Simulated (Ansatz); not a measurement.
Band structure of ZrO2

```
Zr O
1.0
     3.59610    0.00000    0.00000
     0.00000    3.59610    0.00000
     0.00000    0.00000    5.17700
Zr O
2 4
Direct
  0.00000 0.00000 0.00000
  0.50000 0.50000 0.50000
  0.00000 0.50000 0.20300
  0.00000 0.50000 0.70300
  0.50000 0.00000 0.29700
  0.50000 0.00000 0.79700
```

Atom numbers follow the list: Zr1, Zr2, O3, O4, O5, O6.

The geometry is COD entry 2300612, unchecked; take it as a test cell.

The calculation used DFT, PBE, all-electron LAPW, scalar-relativistic (Ansatz 0.2.0).

Sampling and basis: a Γ-centred 6×6×4 k mesh, Fermi–Dirac smearing of 0.01 eV, basis error target 0.5 meV/atom, no spin polarisation.

Points in fractions of the reciprocal vectors of this cell: Γ (0, 0, 0), X (0, 0.5, 0), M (0.5, 0.5, 0), Z (0, 0, 0.5), R (0, 0.5, 0.5), A (0.5, 0.5, 0.5). The path joins them by straight lines in the order Γ–X–M–Γ–Z–R–A–Z–X; legs that retrace an earlier one aren't tabulated. Energies are in eV from the top of the valence band.

Problem. Metal or insulator at this level of theory?

Solution. An insulator or semiconductor: gap 4.01 eV, indirect from the line M (0.5, 0.5, 0)–Γ to Γ.

Problem. Tabulate bands 43 to 49, counted from the lowest band of the run, along the path.

Solution. 
```json
{"k (1/Å)": "0.00", "point": "Γ", "band 43": "-0.55", "band 44": "-0.12", "band 45": "-0.12", "band 46": "-0.12", "band 47": "4.01", "band 48": "4.53", "band 49": "5.12"}
{"k (1/Å)": "0.12", "point": "", "band 43": "-0.57", "band 44": "-0.22", "band 45": "-0.14", "band 46": "-0.10", "band 47": "4.11", "band 48": "4.58", "band 49": "5.10"}
{"k (1/Å)": "0.25", "point": "", "band 43": "-0.63", "band 44": "-0.50", "band 45": "-0.18", "band 46": "-0.07", "band 47": "4.35", "band 48": "4.66", "band 49": "5.02"}
{"k (1/Å)": "0.37", "point": "", "band 43": "-0.86", "band 44": "-0.69", "band 45": "-0.20", "band 46": "-0.04", "band 47": "4.65", "band 48": "4.71", "band 49": "4.90"}
{"k (1/Å)": "0.50", "point": "", "band 43": "-1.24", "band 44": "-0.74", "band 45": "-0.23", "band 46": "-0.02", "band 47": "4.67", "band 48": "4.74", "band 49": "4.94"}
{"k (1/Å)": "0.62", "point": "", "band 43": "-1.58", "band 44": "-0.85", "band 45": "-0.23", "band 46": "-0.03", "band 47": "4.57", "band 48": "4.60", "band 49": "5.16"}
{"k (1/Å)": "0.75", "point": "", "band 43": "-1.87", "band 44": "-1.09", "band 45": "-0.19", "band 46": "-0.06", "band 47": "4.47", "band 48": "4.49", "band 49": "5.31"}
{"k (1/Å)": "0.87", "point": "X", "band 43": "-1.45", "band 44": "-1.45", "band 45": "-0.12", "band 46": "-0.12", "band 47": "4.43", "band 48": "4.43", "band 49": "5.38"}
{"k (1/Å)": "1.00", "point": "", "band 43": "-1.35", "band 44": "-1.35", "band 45": "-0.13", "band 46": "-0.13", "band 47": "4.49", "band 48": "4.49", "band 49": "5.35"}
{"k (1/Å)": "1.12", "point": "", "band 43": "-1.11", "band 44": "-1.11", "band 45": "-0.17", "band 46": "-0.17", "band 47": "4.63", "band 48": "4.63", "band 49": "5.29"}
{"k (1/Å)": "1.25", "point": "", "band 43": "-0.84", "band 44": "-0.84", "band 45": "-0.26", "band 46": "-0.26", "band 47": "4.81", "band 48": "4.81", "band 49": "5.21"}
{"k (1/Å)": "1.37", "point": "", "band 43": "-0.61", "band 44": "-0.61", "band 45": "-0.39", "band 46": "-0.39", "band 47": "4.96", "band 48": "4.96", "band 49": "5.17"}
{"k (1/Å)": "1.50", "point": "", "band 43": "-0.58", "band 44": "-0.58", "band 45": "-0.42", "band 46": "-0.42", "band 47": "5.04", "band 48": "5.04", "band 49": "5.21"}
{"k (1/Å)": "1.62", "point": "", "band 43": "-0.76", "band 44": "-0.76", "band 45": "-0.33", "band 46": "-0.33", "band 47": "5.10", "band 48": "5.10", "band 49": "5.29"}
{"k (1/Å)": "1.75", "point": "M", "band 43": "-0.86", "band 44": "-0.86", "band 45": "-0.30", "band 46": "-0.30", "band 47": "5.12", "band 48": "5.12", "band 49": "5.33"}
{"k (1/Å)": "1.92", "point": "", "band 43": "-0.88", "band 44": "-0.60", "band 45": "-0.45", "band 46": "-0.27", "band 47": "5.04", "band 48": "5.10", "band 49": "5.27"}
{"k (1/Å)": "2.10", "point": "", "band 43": "-0.93", "band 44": "-0.55", "band 45": "-0.27", "band 46": "-0.23", "band 47": "4.97", "band 48": "4.99", "band 49": "5.24"}
{"k (1/Å)": "2.28", "point": "", "band 43": "-0.96", "band 44": "-0.28", "band 45": "-0.22", "band 46": "-0.06", "band 47": "4.85", "band 48": "5.08", "band 49": "5.19"}
{"k (1/Å)": "2.45", "point": "", "band 43": "-0.97", "band 44": "-0.26", "band 45": "-0.16", "band 46": "0.00", "band 47": "4.77", "band 48": "5.01", "band 49": "5.05"}
{"k (1/Å)": "2.63", "point": "", "band 43": "-0.89", "band 44": "-0.32", "band 45": "-0.13", "band 46": "-0.03", "band 47": "4.54", "band 48": "4.81", "band 49": "5.00"}
{"k (1/Å)": "2.81", "point": "", "band 43": "-0.63", "band 44": "-0.29", "band 45": "-0.13", "band 46": "-0.09", "band 47": "4.19", "band 48": "4.62", "band 49": "5.08"}
{"k (1/Å)": "2.98", "point": "Γ", "band 43": "-0.55", "band 44": "-0.12", "band 45": "-0.12", "band 46": "-0.12", "band 47": "4.01", "band 48": "4.53", "band 49": "5.12"}
{"k (1/Å)": "3.07", "point": "", "band 43": "-0.63", "band 44": "-0.20", "band 45": "-0.12", "band 46": "-0.12", "band 47": "4.02", "band 48": "4.55", "band 49": "5.13"}
{"k (1/Å)": "3.16", "point": "", "band 43": "-0.88", "band 44": "-0.42", "band 45": "-0.10", "band 46": "-0.10", "band 47": "4.06", "band 48": "4.61", "band 49": "5.15"}
{"k (1/Å)": "3.24", "point": "", "band 43": "-0.90", "band 44": "-0.77", "band 45": "-0.09", "band 46": "-0.09", "band 47": "4.13", "band 48": "4.71", "band 49": "5.11"}
{"k (1/Å)": "3.33", "point": "", "band 43": "-0.74", "band 44": "-0.74", "band 45": "-0.07", "band 46": "-0.07", "band 47": "4.21", "band 48": "4.82", "band 49": "4.99"}
{"k (1/Å)": "3.42", "point": "", "band 43": "-0.61", "band 44": "-0.61", "band 45": "-0.05", "band 46": "-0.05", "band 47": "4.32", "band 48": "4.86", "band 49": "4.95"}
{"k (1/Å)": "3.50", "point": "", "band 43": "-0.53", "band 44": "-0.53", "band 45": "-0.04", "band 46": "-0.04", "band 47": "4.45", "band 48": "4.72", "band 49": "5.06"}
{"k (1/Å)": "3.59", "point": "Z", "band 43": "-0.50", "band 44": "-0.50", "band 45": "-0.03", "band 46": "-0.03", "band 47": "4.58", "band 48": "4.58", "band 49": "5.15"}
{"k (1/Å)": "3.71", "point": "", "band 43": "-0.58", "band 44": "-0.53", "band 45": "-0.11", "band 46": "-0.08", "band 47": "4.57", "band 48": "4.65", "band 49": "5.13"}
{"k (1/Å)": "3.84", "point": "", "band 43": "-0.79", "band 44": "-0.63", "band 45": "-0.33", "band 46": "-0.20", "band 47": "4.55", "band 48": "4.80", "band 49": "5.04"}
{"k (1/Å)": "3.96", "point": "", "band 43": "-1.09", "band 44": "-0.77", "band 45": "-0.61", "band 46": "-0.36", "band 47": "4.54", "band 48": "4.89", "band 49": "4.95"}
{"k (1/Å)": "4.09", "point": "", "band 43": "-1.40", "band 44": "-0.94", "band 45": "-0.89", "band 46": "-0.50", "band 47": "4.56", "band 48": "4.73", "band 49": "5.04"}
{"k (1/Å)": "4.21", "point": "", "band 43": "-1.42", "band 44": "-1.11", "band 45": "-1.10", "band 46": "-0.61", "band 47": "4.59", "band 48": "4.61", "band 49": "4.93"}
{"k (1/Å)": "4.34", "point": "", "band 43": "-1.25", "band 44": "-1.22", "band 45": "-1.15", "band 46": "-0.73", "band 47": "4.52", "band 48": "4.70", "band 49": "4.71"}
{"k (1/Å)": "4.46", "point": "R", "band 43": "-1.28", "band 44": "-1.28", "band 45": "-0.91", "band 46": "-0.91", "band 47": "4.56", "band 48": "4.56", "band 49": "4.81"}
{"k (1/Å)": "4.59", "point": "", "band 43": "-1.27", "band 44": "-1.27", "band 45": "-0.92", "band 46": "-0.92", "band 47": "4.60", "band 48": "4.60", "band 49": "4.85"}
{"k (1/Å)": "4.71", "point": "", "band 43": "-1.29", "band 44": "-1.29", "band 45": "-0.91", "band 46": "-0.91", "band 47": "4.72", "band 48": "4.72", "band 49": "4.95"}
{"k (1/Å)": "4.84", "point": "", "band 43": "-1.08", "band 44": "-1.08", "band 45": "-0.85", "band 46": "-0.85", "band 47": "4.85", "band 48": "4.85", "band 49": "5.09"}
{"k (1/Å)": "4.96", "point": "", "band 43": "-0.97", "band 44": "-0.97", "band 45": "-0.59", "band 46": "-0.59", "band 47": "4.99", "band 48": "4.99", "band 49": "5.23"}
{"k (1/Å)": "5.09", "point": "", "band 43": "-1.05", "band 44": "-1.05", "band 45": "-0.29", "band 46": "-0.29", "band 47": "5.09", "band 48": "5.09", "band 49": "5.36"}
{"k (1/Å)": "5.21", "point": "", "band 43": "-1.23", "band 44": "-1.23", "band 45": "-0.10", "band 46": "-0.10", "band 47": "5.15", "band 48": "5.15", "band 49": "5.50"}
{"k (1/Å)": "5.34", "point": "A", "band 43": "-1.39", "band 44": "-1.39", "band 45": "-0.04", "band 46": "-0.04", "band 47": "5.17", "band 48": "5.17", "band 49": "5.58"}
{"k (1/Å)": "5.51", "point": "", "band 43": "-1.10", "band 44": "-1.10", "band 45": "-0.16", "band 46": "-0.16", "band 47": "5.12", "band 48": "5.12", "band 49": "5.46"}
{"k (1/Å)": "5.69", "point": "", "band 43": "-0.78", "band 44": "-0.78", "band 45": "-0.50", "band 46": "-0.50", "band 47": "4.92", "band 48": "4.92", "band 49": "5.40"}
{"k (1/Å)": "5.87", "point": "", "band 43": "-1.05", "band 44": "-1.05", "band 45": "-0.51", "band 46": "-0.51", "band 47": "4.76", "band 48": "4.76", "band 49": "5.37"}
{"k (1/Å)": "6.04", "point": "", "band 43": "-1.59", "band 44": "-1.59", "band 45": "-0.38", "band 46": "-0.38", "band 47": "4.72", "band 48": "4.72", "band 49": "5.28"}
{"k (1/Å)": "6.22", "point": "", "band 43": "-1.11", "band 44": "-1.11", "band 45": "-0.27", "band 46": "-0.27", "band 47": "4.71", "band 48": "4.71", "band 49": "5.19"}
{"k (1/Å)": "6.40", "point": "", "band 43": "-0.63", "band 44": "-0.63", "band 45": "-0.14", "band 46": "-0.14", "band 47": "4.63", "band 48": "4.63", "band 49": "5.16"}
{"k (1/Å)": "6.57", "point": "Z", "band 43": "-0.50", "band 44": "-0.50", "band 45": "-0.03", "band 46": "-0.03", "band 47": "4.58", "band 48": "4.58", "band 49": "5.15"}
{"k (1/Å)": "6.72", "point": "", "band 43": "-0.60", "band 44": "-0.56", "band 45": "-0.12", "band 46": "-0.08", "band 47": "4.48", "band 48": "4.74", "band 49": "5.06"}
{"k (1/Å)": "6.88", "point": "", "band 43": "-0.86", "band 44": "-0.75", "band 45": "-0.36", "band 46": "-0.22", "band 47": "4.48", "band 48": "4.92", "band 49": "4.94"}
{"k (1/Å)": "7.03", "point": "", "band 43": "-1.04", "band 44": "-0.99", "band 45": "-0.71", "band 46": "-0.33", "band 47": "4.60", "band 48": "4.80", "band 49": "5.08"}
{"k (1/Å)": "7.18", "point": "", "band 43": "-1.10", "band 44": "-0.98", "band 45": "-0.71", "band 46": "-0.31", "band 47": "4.65", "band 48": "4.81", "band 49": "4.96"}
{"k (1/Å)": "7.33", "point": "", "band 43": "-1.50", "band 44": "-0.95", "band 45": "-0.40", "band 46": "-0.19", "band 47": "4.53", "band 48": "4.72", "band 49": "5.06"}
{"k (1/Å)": "7.48", "point": "", "band 43": "-1.84", "band 44": "-1.12", "band 45": "-0.22", "band 46": "-0.10", "band 47": "4.46", "band 48": "4.51", "band 49": "5.28"}
{"k (1/Å)": "7.64", "point": "X", "band 43": "-1.45", "band 44": "-1.45", "band 45": "-0.12", "band 46": "-0.12", "band 47": "4.43", "band 48": "4.43", "band 49": "5.38"}
```

Kohn–Sham gaps of semilocal functionals usually fall short of measured ones.
